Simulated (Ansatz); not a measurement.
**Cold compression of Ag (bcc type)**

```
Ag
1.0
    -1.65179    1.65179    1.65179
     1.65179   -1.65179    1.65179
     1.65179    1.65179   -1.65179
Ag
1
Cartesian
  0.0000 0.0000 0.0000
```

The cell comes from a relaxation on PAW files under the same functional, begun from a prototype that needn't be the stable phase.

Its volume is scaled at fixed shape and fractional positions.

Level of theory: DFT with PBE, scalar-relativistic, in Ansatz 0.2.0; a Γ-centred 16×16×16 k mesh, Fermi–Dirac smearing of 0.05 eV, no spin polarisation. LAPW: all electrons, basis error target 1 meV/atom; PAW: frozen-core files, cutoff 420 eV; crystal datasets: all electrons, by PAW datasets that the program makes for each cell; norm-conserving: pseudopotentials, cutoff 960 eV; PAW (core large): files with a larger core, cutoff 420 eV.

Energies are extrapolated to zero smearing and count from the unscaled cell; pressure is positive in compression; gaps take the mesh and a band path. No temperature or zero-point motion is included.

```
V/V0  V (Å³/atom)  P LAPW (GPa)  ΔE LAPW (eV/atom)  P PAW − LAPW (GPa)  ΔE PAW − LAPW (meV/atom)
1.00        18.03         -0.03              0.000                0.01                       0.0
0.92        16.58          9.06              0.037                0.03                       0.2
0.84        15.14          24.8              0.183                0.04                       0.5
0.76        13.70          52.2              0.519                0.06                       1.0
0.68        12.26         100.6              1.185                0.07                       1.6
0.60        10.82         188.4                  ?                0.07                       2.3
0.52         9.37         354.9              4.807                0.04                       2.8
0.45         8.11         633.8              8.584                0.00                       3.0
```

(1) Give the missing entry: row "0.60", column "ΔE LAPW (eV/atom)".

(2) Fit the Vinet equation to the LAPW pressures over the whole range, with residuals weighted by 1/(|P| + 0.03·Pmax).

(3) From the table, what is the rise of the enthalpy H = E + pV up to the last row, and how stiff is the crystal between the last two rows?

(4) At the smallest volume, how far do crystal datasets and norm-conserving and PAW (core large) lie from LAPW in pressure?

(5) How do the Löwdin populations by LAPW change from the unscaled cell to the last row?

Answers

(1) 2.445.

(2) V0 = 18.03 Å³/atom, B0 = 82.6 GPa and B0′ = 6.29, and the fit misses no point by more than 3 GPa. A fit over so wide a range pins B0 less well than one near rest.

(3) ΔH = 8.584 eV + (633.8 GPa × 8.11 Å³ + 0.03 GPa × 18.03 Å³) × 0.006242 eV/(GPa·Å³) = 40.68 eV/atom, of which pV makes 79 %. The mean bulk modulus there is −ΔP/Δln V = 1930 GPa.

(4) crystal datasets: +0.01 GPa; norm-conserving: +1.02 GPa; PAW (core large): 0.00 GPa, on a LAPW pressure of 633.8 GPa.

(5) Ag 4s 1.99 → 1.95, Ag 4d 9.88 → 9.84 electrons an atom. These are projections on the shells that the free atoms fill; 0.11 e a cell lies outside them at the start and 0.17 e at the end.
